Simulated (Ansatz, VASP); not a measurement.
# Ca: VASP beside Ansatz

INCAR

```
PREC = Accurate
ENCUT = 520
EDIFF = 1E-7
ISMEAR = -1
SIGMA = 0.05
LREAL = False
LASPH = True
NELM = 100
ALGO = Normal
ISIF = 2
LWAVE = False
LCHARG = True
GGA = PS
LELF = True
LVHAR = True
NBANDS = 11
```

The input KPOINTS:

```
Automatic mesh
0
Gamma
  8 8 8
```

The input POSCAR:

```
Ca
1.0
    0.0000000000      2.7942000000      2.7942000000
    2.7942000000      0.0000000000      2.7942000000
    2.7942000000      2.7942000000      0.0000000000
Ca
1
Direct
    0.0000000000      0.0000000000      0.0000000000
```

Contents of input.yaml:

```yaml
crystal:
  lattice:
    - [0.0, 2.7942, 2.7942]
    - [2.7942, 0.0, 2.7942]
    - [2.7942, 2.7942, 0.0]
  atoms:
    - { symbol: Ca, position: [0.0, 0.0, 0.0] }
hamiltonian:
  xc: pbesol
  pseudopotentials: { kind: paw }
kpoints:
  mp_grid: { grid: [8, 8, 8] }
scf:
  occupations: { method: fermi_dirac, width: 0.05 }
output:
  forces: true
  stress: true
  eigenvalues: true
  write_density: true
  write_potential: true
  elf: true
  volumetric_format: npy
```

Alike in both runs: task single point; functional PBEsol; k mesh 8 × 8 × 8; occupations fermi-dirac, width 0.05 eV; no spin polarisation.

```csv
,VASP,Ansatz
version,VASP 6.6.1,Ansatz 0.2.0
potentials or method,"VASP PAW PBE potentials, release 64 (Ca_sv)",Ansatz PAW
plane-wave cutoff (eV),520,420
valence electrons in the cell,10,10
```

|  | VASP | Ansatz | Ansatz less VASP |
| --- | --- | --- | --- |
| gap on the k mesh at the Fermi level (eV) | none | none | - |
| pressure (GPa) | -1.2 | -1.2 | -0.01 |

A gap of «none» marks a metal or a gap that the smearing closes.

Caveats: the PAW data sets were made with another functional, which shifts forces and pressure a little (VASP); the PAW data sets come from PBE, with cores solved anew for the run's functional, which leaves a small shift of forces and pressure (Ansatz).
